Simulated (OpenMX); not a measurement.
Crystal: V.

```xyz
1
Lattice="-1.5144 1.5144 1.5144 1.5144 -1.5144 1.5144 1.5144 1.5144 -1.5144" Properties=species:S:1:pos:R:3 pbc="T T T"
V     0.0000    0.0000    0.0000
```

```yaml
Program: OpenMX 3.8.5
Task: single point
Functional: PBE
Potentials_or_basis: OpenMX 2013 PBE set, V6.0-s3p2d2, grid cutoff 400 Ry
k_mesh: 13 × 13 × 13
Occupations: fermi-dirac, width 0.05 eV
Spin: collinear spin, ferromagnetic start
Starting_moments: "[2.0] μB"
```

On this cell: pressure -4.7 GPa; net moment 0.00 μB per cell; band gap on the k mesh none (metal or under the smearing width).

The same run follows on a disturbed copy (cell strained at random at fixed volume):

```
V
1.0
    -1.51699    1.52013    1.57756
     1.49873   -1.47807    1.51724
     1.50658    1.46766   -1.53549
V
1
Direct
  0.01027 0.00456 0.99881
```

Task: What does the disturbed cell give?

Result: The energy (extrapolated to zero smearing) moves by +5.2 meV/atom; pressure -4.7 GPa; net moment 0.00 μB per cell; band gap on the k mesh none (metal or under the smearing width).

Caveats: the basis of atomic orbitals isn't converged, which shifts pressures, moduli and gaps.
